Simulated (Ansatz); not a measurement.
TiO2:

```xyz
6
Lattice="4.5998 0.0000 0.0000 0.0000 4.5998 0.0000 0.0000 0.0000 2.9592" Properties=species:S:1:pos:R:3 pbc="T T T"
Ti    0.0000    0.0000    1.4796
Ti    2.2999    2.2999    0.0000
O     1.3998    1.3998    1.4796
O     0.9001    3.6997    0.0000
O     3.6997    0.9001    0.0000
O     3.2000    3.2000    1.4796
```

The cell is a database's computed one.

Base run:

* Program: Ansatz 0.2.0
* Functional: PBEsol
* Potentials or basis: Ansatz PAW
* Cutoff: 420 eV (not typed: the program's choice for these potentials)
* k mesh: 6 × 6 × 9
* Occupations: fermi-dirac, width 0.05 eV
* Spin: no spin polarisation

Its results: band gap on the k mesh 1.83 eV, direct; pressure -2.8 GPa; largest force 0.069 eV/Å.

Q: The run is repeated on the same cell with these changes: functional from PBEsol to RPBE. What comes out?

A: Band gap on the k mesh 1.90 eV, direct; pressure 9.3 GPa; largest force 0.027 eV/Å.

RPBE binds less tightly than PBEsol, so the same cell stands under more pressure.

Caveats: the PAW data sets come from PBE, with cores solved anew for the run's functional, which leaves a small shift of forces and pressure.
